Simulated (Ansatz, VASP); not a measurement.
## KBr in VASP and in Ansatz

The input POSCAR:

```
KBr
1.0
    0.0000000000      3.4242000000      3.4242000000
    3.4242000000      0.0000000000      3.4242000000
    3.4242000000      3.4242000000      0.0000000000
K Br
1 1
Direct
    0.0000000000      0.0000000000      0.0000000000
    0.5000000000      0.5000000000      0.5000000000
```

File INCAR.step1:

```
SYSTEM = KBr
PREC     = Accurate       ! precision mode
ENCUT    = 520            ! plane-wave cutoff, eV
ISMEAR   = 0              ! smearing method
SIGMA    = 0.05           ! smearing width, eV
LREAL    = .False.        ! projectors in reciprocal space
LASPH    = .True.         ! aspherical terms in the spheres
NELM     = 60             ! most SCF steps
NBANDS   = 15             ! bands
GGA      = PE             ! functional
ALGO     = Normal         ! electronic algorithm
EDIFF    = 1E-4           ! SCF threshold, eV
LWAVE    = .True.         ! write WAVECAR
LCHARG   = .False.        ! write CHGCAR
```

INCAR.step2

```
SYSTEM = KBr
PREC     = Accurate       ! precision mode
ENCUT    = 520            ! plane-wave cutoff, eV
EDIFF    = 1E-6           ! SCF threshold, eV
ISMEAR   = 0              ! smearing method
SIGMA    = 0.05           ! smearing width, eV
LREAL    = .False.        ! projectors in reciprocal space
LASPH    = .True.         ! aspherical terms in the spheres
NELM     = 60             ! most SCF steps
ALGO     = Normal         ! electronic algorithm
ISIF     = 2              ! what is computed and relaxed
LWAVE    = .False.        ! write WAVECAR
LCHARG   = .False.        ! write CHGCAR
METAGGA  = R2SCAN         ! meta-GGA
LMIXTAU  = .True.       
NBANDS   = 15             ! bands
ISTART   = 1
```

The input KPOINTS:

```
regular mesh
0
Gamma
  6 6 6
  0 0 0
```

Input for Ansatz:

```yaml
crystal:
  lattice:
    - [0.0, 3.4242, 3.4242]
    - [3.4242, 0.0, 3.4242]
    - [3.4242, 3.4242, 0.0]
  atoms:
    - { symbol: K, position: [0.0, 0.0, 0.0] }
    - { symbol: Br, position: [0.5, 0.5, 0.5] }
basis:
  ecutwfc: 500
kpoints:
  mp_grid: { grid: [6, 6, 6] }
hamiltonian:
  xc: r2scan
scf:
  occupations: { method: gaussian, width: 0.05 }
output:
  forces: true
  stress: true
  eigenvalues: true
```

Change from the starting cell: strain +0.040 along x and y, +0.040 along z, atoms carried along.

Alike in both runs: task single point; functional r2SCAN; k mesh 6 × 6 × 6; occupations gaussian, width 0.05 eV; no spin polarisation.

```csv
,VASP,Ansatz
version,VASP 6.6.1,Ansatz 0.2.0
potentials or method,"VASP PAW PBE potentials, release 64 (K_sv, Br)","scalar-relativistic, plane waves, PAW"
plane-wave cutoff (eV),520,500
valence electrons in the cell,16,16
```

Ansatz gave:

```
gap on the k mesh at the Fermi level (eV) : 4.78
least direct gap on the mesh (eV)         : 4.78
pressure (GPa)                            : -1.3
```

Task: Estimate VASP's values.

Result: gap on the k mesh at the Fermi level (eV): 4.79; least direct gap on the mesh (eV): 4.79; pressure (GPa): -1.3.

Caveats: the PAW data sets were made with another functional, which shifts forces and pressure a little (VASP).
